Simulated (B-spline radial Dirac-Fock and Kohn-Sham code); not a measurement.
The N7-O45O45 Auger spectrum of Hg⁺

System: mercury as Hg⁺, configuration [Xe] 4f14 5d10 6s1, inside a Watson sphere of charge -1 and radius 1.8 Å (a model of the Madelung potential; inside it an electron's potential energy is raised by 8.0 eV).

The run's input, task.json:

```json
{"items": [{
  "Z": 80,
  "q": 1,
  "cfg": [[1, 0, 2], [2, 0, 2], [2, 1, 6], [3, 0, 2], [3, 1, 6], [3, 2, 10], [4, 0, 2], [4, 1, 6], [4, 2, 10], [4, 3, 14], [5, 0, 2], [5, 1, 6], [5, 2, 10], [6, 0, 1]],
  "A": 202,
  "rrms": 5.4648,
  "watson": [-1, 1.8],
  "do": ["binding", "quiet", "double"]
}]}
```

Run with: `python xray_run.py task.json out`

Method: Dirac-Fock energy differences between relaxed states, corrected for Breit and QED terms. Computed with a B-spline atomic structure program. The two-hole levels come from diagonalising the Coulomb interaction among the jj configurations; intensities are independent-particle Coulomb rates. Kinetic energies are from the vacuum level. Correlation and solid-state effects are left out. Open outer shells are spectators and are not coupled to the holes.

```tsv
kinetic energy (eV)	J	leading jj holes (weight)	leading LS term (weight)
56.07	0	O4O4 (0.79)	¹S0 (0.84)
59.95	2	O4O4 (0.82)	¹D2 (0.52)
60.54	4	O4O5 (0.93)	¹G4 (0.96)
60.95	1	O4O5 (1.00)	³P1 (1.00)
61.42	0	O5O5 (0.79)	³P0 (0.84)
61.69	2	O4O5 (0.77)	³P2 (0.53)
62.80	3	O4O5 (1.00)	³F3 (1.00)
63.30	2	O5O5 (0.92)	¹D2 (0.48)
64.52	4	O5O5 (0.93)	³F4 (0.96)
```

The intensity is shared as follows: 63.30 eV 22.3 %, 64.52 eV 15.5 %, 60.54 eV 15.4 %, 61.69 eV 11.9 %, 60.95 eV 9.6 %, 61.42 eV 7.9 %, 62.80 eV 7.2 %, 56.07 eV 7.1 %, 59.95 eV 3.2 %.

The strongest line, by its leading LS label ¹D2, lies at 63.30 eV. The mean weight of the leading component is 0.89 in jj and 0.79 in LS coupling, so jj labels describe these levels better.
